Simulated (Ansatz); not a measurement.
# HfO2: the cost of one run

Program: Ansatz 0.2.0. Level of theory: DFT, PBE, plane-wave PAW, default files, scalar-relativistic. These are calculated values, not measurements.

**1. The system as given**

It takes space group P2_1/c (No. 14, monoclinic). Conventional cell: a = 5.118 Å, b = 5.186 Å, c = 5.284 Å, α = 90.00°, β = 99.35°, γ = 90.00°. Hf (site symmetry 1) is surrounded by 7 O at 2.03 to 2.25 Å. O (site symmetry 1) has 4 Hf at 2.14 to 2.25 Å as nearest neighbours. O (site symmetry 1) has 3 Hf at 2.03 to 2.12 Å as nearest neighbours.

Coordinates:

```cif
data_structure
_symmetry_space_group_name_H-M 'P 1'
_symmetry_Int_Tables_number 1
_cell_length_a 5.1180
_cell_length_b 5.1857
_cell_length_c 5.2841
_cell_angle_alpha 90.000
_cell_angle_beta 99.352
_cell_angle_gamma 90.000
_cell_volume 138.38
loop_
_atom_site_label
_atom_site_type_symbol
_atom_site_fract_x
_atom_site_fract_y
_atom_site_fract_z
_atom_site_occupancy
Hf1 Hf 0.27550 0.03970 0.20800 1
Hf2 Hf 0.72450 0.53970 0.29200 1
Hf3 Hf 0.72450 0.96030 0.79200 1
Hf4 Hf 0.27550 0.46030 0.70800 1
O1 O 0.44870 0.75810 0.48010 1
O2 O 0.55130 0.25810 0.01990 1
O3 O 0.55130 0.24190 0.51990 1
O4 O 0.44870 0.74190 0.98010 1
O5 O 0.07420 0.33160 0.34670 1
O6 O 0.92580 0.83160 0.15330 1
O7 O 0.92580 0.66840 0.65330 1
O8 O 0.07420 0.16840 0.84670 1
```

**2. Single point at the given positions**

Input file input.yaml:

```yaml
crystal:
  lattice:
    - [5.118, 0.0, 0.0]
    - [0.0, 5.1857, 0.0]
    - [-0.8586630598, 0.0, 5.2138671406]
  atoms:
    - { symbol: Hf, position: [0.2755, 0.0397, 0.208] }
    - { symbol: Hf, position: [0.7245, 0.5397, 0.292] }
    - { symbol: Hf, position: [0.7245, 0.9603, 0.792] }
    - { symbol: Hf, position: [0.2755, 0.4603, 0.708] }
    - { symbol: O, position: [0.4487, 0.7581, 0.4801] }
    - { symbol: O, position: [0.5513, 0.2581, 0.0199] }
    - { symbol: O, position: [0.5513, 0.2419, 0.5199] }
    - { symbol: O, position: [0.4487, 0.7419, 0.9801] }
    - { symbol: O, position: [0.0742, 0.3316, 0.3467] }
    - { symbol: O, position: [0.9258, 0.8316, 0.1533] }
    - { symbol: O, position: [0.9258, 0.6684, 0.6533] }
    - { symbol: O, position: [0.0742, 0.1684, 0.8467] }
kpoints:
  mp_grid: { grid: [6, 6, 6] }
scf:
  occupations: { method: fermi_dirac, width: 0.02 }
hamiltonian:
  xc: pbe
  pseudopotentials: { kind: paw }
output:
  forces: true
  stress: true
  populations: true
  efg:
    quadrupole_moments_barn: { Hf: 3.365, O: -0.02558 }
    contact_densities: true
```

Started as:

```
> ansatz run input.yaml --threads 4 --pin off --max-ram 8192MiB --backend cpu --events-out ev --progress --plain --runs-dir out
```

**Question.** How long does this run take on 4 threads of Intel Xeon Platinum 8375C at 2.90GHz (Ice Lake), shared host, and how much memory does it need?

About 20 s, with a peak of 1.1 GiB.
